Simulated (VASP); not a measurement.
# Shielding tensors and field gradients of LiCl, part 3 of 3

Aim: NMR shielding tensors and field gradients of LiCl. The cell is of the rock-salt type, one of the forms listed for this formula, which need not be the common one. The start is a cell from a database of measured crystal structures.

VASP 6.6.1, plane waves and PAW; the level of theory is named at each step.

So far. Step 2 (Ground state): The cell has a gap of 6.34 eV on this mesh.

The database entry behind the starting cell differs from later determinations by our own check (0.1 to 0.3 % short, probably kX units), so it need not match the best structure at ambient conditions.

### Step 4. Another functional

This step: chemical shifts by linear response (GIPAW), PBEsol; plane waves and PAW (Cl, Li_sv) (VASP 6.6.1).

The functional is changed, to see how much the shieldings depend on it.

INCAR

```
SYSTEM = LiCl
PREC = Accurate
ENCUT = 700
EDIFF = 1E-09
NELM = 100
ISMEAR = 0
SIGMA = 0.01
LREAL = .FALSE.
ALGO = Normal
GGA = PS
NBANDS = 11
LWAVE = .FALSE.
LCHARG = .FALSE.
KPAR = 4
LCHIMAG = .TRUE.
LEFG = .TRUE.
DQ = 0.001
ICHIBARE = 1
LNMR_SYM_RED = .TRUE.
```

POSCAR

```
LiCl
1.0
    0.0000000000      2.5647700000      2.5647700000
    2.5647700000      0.0000000000      2.5647700000
    2.5647700000      2.5647700000      0.0000000000
Cl Li
1 1
Direct
    0.5000000000      0.5000000000      0.5000000000
    0.0000000000      0.0000000000      0.0000000000
```

KPOINTS

```
Automatic mesh
0
Gamma
8 8 8
0 0 0
```

Potentials, in the order of the species: Cl and Li_sv (PBE family, release 64).

Launch:

```console
$ mpirun -np 4 vasp_std
```

The program printed:

```text
[banner, memory and clock lines left out]
running    4 mpi-ranks, on    1 nodes
 distrk:  each k-point on    1 cores,    4 groups
 distr:  one band on    1 cores,    1 groups

 POSCAR found type information on POSCAR ClLi
 POSCAR found :  2 types and       2 ions
|                                                                             |
|               ----> ADVICE to this user running VASP <----                  |
|                                                                             |
|     You enforced a specific xc type in the INCAR file but a different       |
|     [... a line on the potential file left out ...]
|     I HOPE YOU KNOW WHAT YOU ARE DOING!                                     |
|                                                                             |

 LDA part: xc-table for (Slater+PW92), standard interpolation
 POSCAR, INCAR and KPOINTS ok, starting setup
 FFT: planning ... GRIDC
 FFT: planning ... GRID_SOFT
 FFT: planning ... GRID
 WAVECAR not read
 entering main loop
       N       E                     dE             d eps       ncg     rms          rms(c)
DAV:   1     0.466675296118E+02    0.46668E+02   -0.51431E+03   638   0.105E+03
DAV:   2    -0.504816624141E+01   -0.51716E+02   -0.49976E+02   861   0.163E+02
DAV:   3    -0.763399468969E+01   -0.25858E+01   -0.25802E+01   825   0.387E+01
DAV:   4    -0.768743885999E+01   -0.53444E-01   -0.53409E-01   915   0.582E+00
DAV:   5    -0.768852250032E+01   -0.10836E-02   -0.10836E-02   863   0.635E-01    0.229E+00
DAV:   6    -0.763359371433E+01    0.54929E-01   -0.11256E-01   828   0.167E+00    0.155E+00
DAV:   7    -0.763165425270E+01    0.19395E-02   -0.35983E-02   991   0.109E+00    0.750E-01
DAV:   8    -0.763352060822E+01   -0.18664E-02   -0.37866E-03   775   0.471E-01    0.107E-01
DAV:   9    -0.763350740040E+01    0.13208E-04   -0.15923E-04   859   0.984E-02    0.365E-02
DAV:  10    -0.763353585180E+01   -0.28451E-04   -0.49209E-05   744   0.538E-02    0.271E-02
DAV:  11    -0.763353660959E+01   -0.75779E-06   -0.57232E-06   832   0.163E-02    0.246E-03
DAV:  12    -0.763353663035E+01   -0.20766E-07   -0.15715E-07   777   0.360E-03    0.269E-03
DAV:  13    -0.763353685464E+01   -0.22428E-06   -0.61438E-08   956   0.152E-03    0.230E-04
DAV:  14    -0.763353684180E+01    0.12836E-07   -0.22805E-09   777   0.413E-04    0.866E-05
DAV:  15    -0.763353685670E+01   -0.14902E-07   -0.31383E-10   451   0.162E-04    0.113E-05
DAV:  16    -0.763353685812E+01   -0.14172E-08   -0.10420E-10   439   0.732E-05    0.959E-06
DAV:  17    -0.763353685745E+01    0.67166E-09   -0.23352E-11   433   0.417E-05
ion   1
     0.0000000     0.0000000     0.0000000    -0.0000000    -0.0000000    -0.0000000
     0.0000382     0.0000000     0.0000000    -0.0000000    -0.0000000    -0.0000000
     0.0000526     0.0000000     0.0000000    -0.0000000    -0.0000000    -0.0000000
     0.0000724     0.0000000     0.0000000    -0.0000000    -0.0000000    -0.0000000
     0.0000997     0.0000000     0.0000000    -0.0000000    -0.0000000    -0.0000000

     0.0000000     0.0000000     0.0000000    -0.0000000    -0.0000000    -0.0000000
     0.0000382     0.0000000     0.0000000    -0.0000000    -0.0000000    -0.0000000
     0.0000526     0.0000000     0.0000000    -0.0000000    -0.0000000    -0.0000000
     0.0000724     0.0000000     0.0000000    -0.0000000    -0.0000000    -0.0000000
     0.0000997     0.0000000     0.0000000    -0.0000000    -0.0000000    -0.0000000

ion   2
     0.0000000     0.0000000    -0.0000000     0.0000000     0.0000000     0.0000000
     0.0000222     0.0000000    -0.0000000     0.0000000     0.0000000     0.0000000
     0.0000306     0.0000000    -0.0000000     0.0000000     0.0000000     0.0000000
     0.0000422     0.0000000    -0.0000000     0.0000000     0.0000000     0.0000000
     0.0000581     0.0000000    -0.0000000     0.0000000     0.0000000     0.0000000

     0.0000000     0.0000000    -0.0000000     0.0000000     0.0000000     0.0000000
     0.0000222     0.0000000    -0.0000000     0.0000000     0.0000000     0.0000000
     0.0000306     0.0000000    -0.0000000     0.0000000     0.0000000     0.0000000
     0.0000422     0.0000000    -0.0000000     0.0000000     0.0000000     0.0000000
     0.0000581     0.0000000    -0.0000000     0.0000000     0.0000000     0.0000000

   1 F= -.76335369E+01 E0= -.76335369E+01  d E =-.174722E-97
DAV:   1    -0.113708179637E+03   -0.11371E+03    0.00000E+00     0   0.000E+00
DAV:   2    -0.113708179637E+03    0.00000E+00    0.00000E+00     0   0.000E+00
BDIR= 1  IDIR= 2  IQ= -1
DAV:   1    -0.227418039532E+03   -0.22742E+03   -0.11438E-02   755   0.580E-01
DAV:   2    -0.227418084171E+03   -0.44639E-04   -0.44639E-04   757   0.148E-01
DAV:   3    -0.227418084510E+03   -0.33921E-06   -0.33923E-06   916   0.167E-02
DAV:   4    -0.227418084513E+03   -0.29176E-08   -0.29197E-08   797   0.126E-03
DAV:   5    -0.227418084513E+03   -0.15291E-09   -0.12714E-09   735   0.205E-04
       N       E                     dE             d eps       ncg     rms
RMM:   1    -0.289666316036E+02   -0.28967E+02   -0.15247E+02  1306   0.613E+01
RMM:   2    -0.300228252263E+02   -0.10562E+01   -0.34289E+00  1426   0.101E+01
RMM:   3    -0.300727600665E+02   -0.49935E-01   -0.21653E-01  1431   0.293E+00
RMM:   4    -0.300764890474E+02   -0.37290E-02   -0.28222E-02  1445   0.108E+00
RMM:   5    -0.300769595424E+02   -0.47050E-03   -0.57805E-03  1455   0.431E-01
RMM:   6    -0.300770609036E+02   -0.10136E-03   -0.12351E-03  1501   0.192E-01
RMM:   7    -0.300770762100E+02   -0.15306E-04   -0.74316E-05  1464   0.333E-02
RMM:   8    -0.300770785353E+02   -0.23253E-05   -0.96608E-06  1402   0.124E-02
RMM:   9    -0.300770788130E+02   -0.27767E-06   -0.15706E-06  1264   0.366E-03
RMM:  10    -0.300770788455E+02   -0.32562E-07   -0.88418E-08  1165   0.924E-04
RMM:  11    -0.300770788488E+02   -0.33303E-08   -0.21393E-08  1091   0.354E-04
RMM:  12    -0.300770788496E+02   -0.72485E-09   -0.25603E-09  1038   0.147E-04
BDIR= 1  IDIR= 2  IQ=  0
DAV:   1    -0.227416360068E+03   -0.22742E+03   -0.11151E-11   433   0.212E-05
DAV:   2    -0.227416360068E+03    0.31434E-10   -0.31478E-12   427   0.124E-05
       N       E                     dE             d eps       ncg     rms
RMM:   1    -0.289876699856E+02   -0.28988E+02   -0.15261E+02  1306   0.613E+01
RMM:   2    -0.300453301434E+02   -0.10577E+01   -0.34285E+00  1421   0.101E+01
RMM:   3    -0.300951820694E+02   -0.49852E-01   -0.21656E-01  1403   0.293E+00
RMM:   4    -0.300989114303E+02   -0.37294E-02   -0.28225E-02  1416   0.108E+00
RMM:   5    -0.300993816448E+02   -0.47021E-03   -0.57836E-03  1413   0.430E-01
[...]
DAV:   4    -0.227407519550E+03   -0.45698E-08   -0.46022E-08   802   0.145E-03
DAV:   5    -0.227407519550E+03   -0.19037E-09   -0.20517E-09   726   0.245E-04
       N       E                     dE             d eps       ncg     rms
RMM:   1    -0.354022305156E+02   -0.35402E+02   -0.18032E+02  1328   0.629E+01
RMM:   2    -0.367251291952E+02   -0.13229E+01   -0.48545E+00  1445   0.108E+01
RMM:   3    -0.367929963984E+02   -0.67867E-01   -0.25451E-01  1449   0.320E+00
RMM:   4    -0.367981414454E+02   -0.51450E-02   -0.33152E-02  1464   0.113E+00
RMM:   5    -0.367986628055E+02   -0.52136E-03   -0.57621E-03  1495   0.439E-01
RMM:   6    -0.367987562653E+02   -0.93460E-04   -0.11790E-03  1511   0.197E-01
RMM:   7    -0.367987677299E+02   -0.11465E-04   -0.56401E-05  1530   0.296E-02
RMM:   8    -0.367987687374E+02   -0.10075E-05   -0.47859E-06  1426   0.780E-03
RMM:   9    -0.367987688066E+02   -0.69203E-07   -0.25450E-07  1359   0.175E-03
RMM:  10    -0.367987688110E+02   -0.44558E-08   -0.14564E-08  1257   0.427E-04
RMM:  11    -0.367987688112E+02   -0.20843E-09   -0.48120E-10  1146   0.119E-04
BDIR= 3  IDIR= 1  IQ=  0
DAV:   1    -0.227416360068E+03   -0.22742E+03   -0.11285E-11   433   0.212E-05
DAV:   2    -0.227416360068E+03    0.47834E-10   -0.29949E-12   427   0.124E-05
       N       E                     dE             d eps       ncg     rms
RMM:   1    -0.354125620126E+02   -0.35413E+02   -0.18035E+02  1328   0.629E+01
RMM:   2    -0.367345966395E+02   -0.13220E+01   -0.48557E+00  1437   0.108E+01
RMM:   3    -0.368025301515E+02   -0.67934E-01   -0.25430E-01  1428   0.320E+00
RMM:   4    -0.368076714247E+02   -0.51413E-02   -0.33158E-02  1430   0.113E+00
RMM:   5    -0.368081927397E+02   -0.52131E-03   -0.57598E-03  1447   0.439E-01
RMM:   6    -0.368082861067E+02   -0.93367E-04   -0.11774E-03  1469   0.197E-01
RMM:   7    -0.368082975370E+02   -0.11430E-04   -0.56234E-05  1470   0.295E-02
RMM:   8    -0.368082985378E+02   -0.10008E-05   -0.47607E-06  1367   0.777E-03
RMM:   9    -0.368082986064E+02   -0.68664E-07   -0.25312E-07  1283   0.174E-03
RMM:  10    -0.368082986109E+02   -0.44548E-08   -0.14556E-08  1201   0.425E-04
RMM:  11    -0.368082986111E+02   -0.20791E-09   -0.46306E-10  1060   0.117E-04
BDIR= 3  IDIR= 1  IQ=  1
DAV:   1    -0.227425227049E+03   -0.22743E+03   -0.10572E-02   770   0.582E-01
DAV:   2    -0.227425273389E+03   -0.46340E-04   -0.46340E-04   737   0.143E-01
DAV:   3    -0.227425273772E+03   -0.38314E-06   -0.38317E-06   922   0.163E-02
DAV:   4    -0.227425273775E+03   -0.33770E-08   -0.33387E-08   796   0.121E-03
DAV:   5    -0.227425273775E+03   -0.11997E-09   -0.13966E-09   704   0.182E-04
       N       E                     dE             d eps       ncg     rms
RMM:   1    -0.354220507658E+02   -0.35422E+02   -0.18037E+02  1328   0.629E+01
RMM:   2    -0.367431562369E+02   -0.13211E+01   -0.48566E+00  1445   0.108E+01
RMM:   3    -0.368111549785E+02   -0.67999E-01   -0.25410E-01  1448   0.320E+00
RMM:   4    -0.368162925896E+02   -0.51376E-02   -0.33164E-02  1462   0.113E+00
RMM:   5    -0.368168141366E+02   -0.52155E-03   -0.57596E-03  1495   0.439E-01
RMM:   6    -0.368169074468E+02   -0.93310E-04   -0.11759E-03  1511   0.197E-01
RMM:   7    -0.368169188449E+02   -0.11398E-04   -0.56073E-05  1530   0.294E-02
RMM:   8    -0.368169198407E+02   -0.99579E-06   -0.47409E-06  1425   0.776E-03
RMM:   9    -0.368169199090E+02   -0.68329E-07   -0.25274E-07  1356   0.175E-03
RMM:  10    -0.368169199135E+02   -0.44718E-08   -0.14659E-08  1257   0.428E-04
RMM:  11    -0.368169199137E+02   -0.20947E-09   -0.48367E-10  1148   0.119E-04
BDIR= 3  IDIR= 2  IQ= -1
DAV:   1    -0.227418039532E+03   -0.22742E+03   -0.11438E-02   755   0.580E-01
DAV:   2    -0.227418084171E+03   -0.44639E-04   -0.44639E-04   757   0.148E-01
DAV:   3    -0.227418084510E+03   -0.33924E-06   -0.33923E-06   916   0.167E-02
DAV:   4    -0.227418084513E+03   -0.29046E-08   -0.29197E-08   797   0.126E-03
DAV:   5    -0.227418084513E+03   -0.11568E-09   -0.12713E-09   735   0.205E-04
       N       E                     dE             d eps       ncg     rms
RMM:   1    -0.334476106900E+02   -0.33448E+02   -0.17068E+02  1313   0.624E+01
RMM:   2    -0.348385412925E+02   -0.13909E+01   -0.49886E+00  1441   0.111E+01
RMM:   3    -0.349134098134E+02   -0.74869E-01   -0.25191E-01  1419   0.325E+00
RMM:   4    -0.349190681889E+02   -0.56584E-02   -0.36776E-02  1460   0.119E+00
RMM:   5    -0.349195786669E+02   -0.51048E-03   -0.57675E-03  1458   0.442E-01
RMM:   6    -0.349196758945E+02   -0.97228E-04   -0.12505E-03  1501   0.202E-01
RMM:   7    -0.349196888734E+02   -0.12979E-04   -0.73684E-05  1488   0.340E-02
RMM:   8    -0.349196904253E+02   -0.15519E-05   -0.97795E-06  1411   0.109E-02
RMM:   9    -0.349196905689E+02   -0.14366E-06   -0.64387E-07  1323   0.237E-03
RMM:  10    -0.349196905774E+02   -0.84785E-08   -0.13934E-08  1216   0.454E-04
RMM:  11    -0.349196905777E+02   -0.23711E-09   -0.82722E-10  1115   0.132E-04
BDIR= 3  IDIR= 2  IQ=  0
DAV:   1    -0.227416360068E+03   -0.22742E+03   -0.11011E-11   433   0.212E-05
DAV:   2    -0.227416360068E+03    0.13927E-10   -0.20265E-12   427   0.124E-05
       N       E                     dE             d eps       ncg     rms
RMM:   1    -0.334146661805E+02   -0.33415E+02   -0.17053E+02  1313   0.624E+01
RMM:   2    -0.348036447101E+02   -0.13890E+01   -0.49803E+00  1435   0.111E+01
RMM:   3    -0.348782633763E+02   -0.74619E-01   -0.25181E-01  1401   0.325E+00
RMM:   4    -0.348839122395E+02   -0.56489E-02   -0.36713E-02  1432   0.119E+00
RMM:   5    -0.348844222041E+02   -0.50996E-03   -0.57715E-03  1420   0.442E-01
RMM:   6    -0.348845195129E+02   -0.97309E-04   -0.12527E-03  1459   0.202E-01
RMM:   7    -0.348845325311E+02   -0.13018E-04   -0.73864E-05  1435   0.341E-02
RMM:   8    -0.348845340866E+02   -0.15556E-05   -0.98017E-06  1364   0.109E-02
RMM:   9    -0.348845342308E+02   -0.14412E-06   -0.64534E-07  1247   0.237E-03
RMM:  10    -0.348845342392E+02   -0.84556E-08   -0.13890E-08  1155   0.453E-04
RMM:  11    -0.348845342395E+02   -0.23708E-09   -0.83043E-10  1038   0.132E-04
BDIR= 3  IDIR= 2  IQ=  1
DAV:   1    -0.227414814376E+03   -0.22741E+03   -0.11440E-02   761   0.580E-01
DAV:   2    -0.227414858826E+03   -0.44449E-04   -0.44449E-04   752   0.148E-01
DAV:   3    -0.227414859166E+03   -0.34055E-06   -0.34061E-06   916   0.168E-02
DAV:   4    -0.227414859169E+03   -0.30301E-08   -0.30059E-08   797   0.119E-03
DAV:   5    -0.227414859169E+03   -0.16280E-09   -0.14104E-09   730   0.198E-04
       N       E                     dE             d eps       ncg     rms
RMM:   1    -0.333810552976E+02   -0.33381E+02   -0.17038E+02  1313   0.624E+01
RMM:   2    -0.347680554882E+02   -0.13870E+01   -0.49719E+00  1438   0.111E+01
RMM:   3    -0.348424199496E+02   -0.74364E-01   -0.25169E-01  1419   0.324E+00
RMM:   4    -0.348480593851E+02   -0.56394E-02   -0.36652E-02  1459   0.119E+00
RMM:   5    -0.348485688958E+02   -0.50951E-03   -0.57757E-03  1457   0.442E-01
RMM:   6    -0.348486663055E+02   -0.97410E-04   -0.12550E-03  1497   0.202E-01
RMM:   7    -0.348486793658E+02   -0.13060E-04   -0.74060E-05  1486   0.341E-02
RMM:   8    -0.348486809253E+02   -0.15595E-05   -0.98235E-06  1416   0.109E-02
RMM:   9    -0.348486810699E+02   -0.14461E-06   -0.64706E-07  1321   0.237E-03
RMM:  10    -0.348486810783E+02   -0.84306E-08   -0.13855E-08  1217   0.454E-04
RMM:  11    -0.348486810786E+02   -0.23640E-09   -0.83150E-10  1117   0.132E-04
       N       E                     dE             d eps       ncg     rms
RLQ:   1    -0.126247626487E-01   -0.12625E-01   -0.18370E-02  1013   0.493E-01
RLQ:   2    -0.132773447995E-01   -0.65258E-03   -0.28365E-03  1194   0.133E-01
RLQ:   3    -0.133016067378E-01   -0.24262E-04   -0.72159E-05  1121   0.225E-02
RLQ:   4    -0.133030882282E-01   -0.14815E-05   -0.57016E-06  1086   0.552E-03
RLQ:   5    -0.133031643913E-01   -0.76163E-07   -0.19784E-07   994   0.111E-03
RLQ:   6    -0.133031690918E-01   -0.47005E-08   -0.15552E-08   907   0.286E-04
RLQ:   7    -0.133031693179E-01   -0.22604E-09   -0.60410E-10   799   0.748E-05
```

Elapsed: 2.5 min, on 4 MPI ranks of Intel Xeon Platinum 8375C at 2.90GHz (Ice Lake), shared host; peak memory 0.93 GiB.

OUTCAR, selected parts (step 4):

```text
The static configuration has the point symmetry O_h .

 Found     29 irreducible k-points:

   NELECT =      10.0000    total number of electrons

  Total       -0.2762681     -0.2762681     -0.2762681     -0.0000000      0.0000000     -0.0000000
  in kB      -13.1179546    -13.1179546    -13.1179546     -0.0000000      0.0000000     -0.0000000
  external PRESSURE =     -13.1179546 kB  Pullay stress =       0.0000000 kB

 POSITION                                       TOTAL-FORCE (eV/Angst)
 -----------------------------------------------------------------------------------
      2.56477      2.56477      2.56477         0.000000      0.000000      0.000000
      0.00000      0.00000      0.00000         0.000000     -0.000000     -0.000000
 -----------------------------------------------------------------------------------
    total drift:                               -0.000000     -0.000000      0.000000

 Electric field gradients after diagonalization (V/A^2)
 (convention: |V_zz| > |V_xx| > |V_yy|)
----------------------------------------------------------------------
 ion       V_xx      V_yy      V_zz     asymmetry (V_yy - V_xx)/ V_zz
----------------------------------------------------------------------
   1       0.000     0.000    -0.001       0.000
   2      -0.003    -0.003     0.006       0.000
----------------------------------------------------------------------

  ORBITAL MAGNETIC SUSCEPTIBILITY, excluding core contribution
 -------------------------------------------------------------
  Approximate magnetic susceptibility, pGv (10^-6 cm^3/mole)
     1        -24.387455          0.000000          0.000000
     2          0.000000        -24.387455          0.000000
     3          0.000000          0.000000        -24.387455
 -------------------------------------------------------------
  Approximate magnetic susceptibility, vGv (10^-6 cm^3/mole)
     1        -22.902954          0.000000          0.000000
     2          0.000000        -22.902954          0.000000
     3          0.000000         -0.000000        -22.902954

  BDIR labels direction of applied magnetic field (i.e. B0)
  For BDIR==1, B0 along x-axis, etc.
  Induced field listed along cartesian directions for each BDIR
 ------------------------------------------------------------------------------------------
                 EXCLUDING G=0 CONTRIBUTION              INCLUDING G=0 CONTRIBUTION
 ------------------------------------------------------------------------------------------
  ion  BDIR            X           Y           Z                X           Y           Z
          (   iso_shield        span        skew ) (   iso_shield        span        skew )
 ------------------------------------------------------------------------------------------
    1     1     900.7151      0.0000      0.0000         911.3322     -0.0000      0.0000
          2       0.0000    900.7151     -0.0000          -0.0000    911.3322     -0.0000
          3       0.0000      0.0000    900.7151          -0.0000      0.0000    911.3322
          (     900.7151      0.0000      0.0000 ) (     911.3322      0.0000      0.0000 )

    2     1      80.3020     -0.0000      0.0000          90.9191     -0.0000      0.0000
          2       0.0000     80.3020      0.0000          -0.0000     90.9191     -0.0000
          3       0.0000     -0.0000     80.3020          -0.0000     -0.0000     90.9191
          (      80.3020      0.0000      0.0000 ) (      90.9191      0.0000      0.0000 )
 ------------------------------------------------------------------------------------------

[... 9 parts as in an earlier step ...]

[... 1 further part left out ...]
```

The PAW data sets were made with PBE, which is usual practice but a small mismatch for other functionals.

This step gave:

- free energy (TOTEN): -7.634 eV
- Fermi energy: 0.6802 eV
- pressure: -1.312 GPa
- gap on the k-mesh: 6.131 eV
- least direct gap on the k-mesh: 6.131 eV

Valence and core; the G = 0 term is that of a spherical sample. NMR shielding, by row:

| atom | isotropic shielding (ppm) | span (ppm) | skew | isotropic shielding without the G = 0 term (ppm) |
| --- | --- | --- | --- | --- |
| Cl1 | 911.3 | 0 | - | 900.7 |
| Li2 | 90.92 | 0 | - | 80.3 |

Ordered as |Vzz| ≥ |Vxx| ≥ |Vyy|, the program's way. Electric field gradients, by row:

| atom | Vxx (V/Å²) | Vyy (V/Å²) | Vzz (V/Å²) | asymmetry |
| --- | --- | --- | --- | --- |
| Cl1 | 0 | 0 | -0.001 | - |
| Li2 | -0.003 | -0.003 | 0.006 | - |

Against the first shielding run the largest change is -13.0 ppm, on Cl1.

### Step 5. Summary

This step: chemical shifts by linear response (GIPAW), PBE, PBEsol; plane waves and PAW (VASP 6.6.1).

No new run; the numbers come from the runs before.

Isotropic shieldings. Cost is wall time times ranks on a shared host. Shieldings by setting:

| run | ENCUT (eV) | k mesh | Cl1, Wyckoff letter b (ppm) | Li2, Wyckoff letter a (ppm) | cost (core minutes) |
| --- | --- | --- | --- | --- | --- |
| first shielding run | 700 | 8x8x8 | 924.4 | 91.36 | 10.41 |
| another functional | 700 | 8x8x8 | 911.3 | 90.92 | 9.87 |

### Step 6. Summary of results

- Cl, isotropic shielding: 924.4 ppm
- Li, isotropic shielding: 91.4 ppm

What this shows: At PBE, in the first shielding run, the isotropic shieldings are Cl 924.4 ppm; Li 91.4 ppm. In the first shielding run all tensors are isotropic to 0.5 ppm, as the cubic site symmetry asks. In the undistorted cell the field gradients vanish by symmetry; what its table shows is numerical noise. Against the first shielding run, the one with another functional moves the shieldings by at most 13 ppm. Shifts were not obtained, since a shift is the shielding of a reference compound, computed alike, less these values. The G = 0 term is the part set by the sample's shape, taken here for a sphere. No finer mesh was run, so convergence in it isn't shown. VASP's guide advises LASPH and NLSPLINE for shieldings, which this input doesn't set; the effect wasn't tested. Where the functional isn't the one that the data sets were made with, the shieldings hold that mismatch too. The cell is of the rock-salt type, one of the forms listed for this formula, which need not be the common one.

[Lines on the potential files, build, host, timing and source positions are cut from VASP's logs without a mark.]

[Logs are printed without paths, hosts, clocks, repeated set-up lines and the standing remarks that a program may print on its own settings, such as how far it seeks lower states.]

[Hosts, paths, dates, database ids (printed as entryN), source tags and the programs' standing remarks are cut or masked in the printed files.]
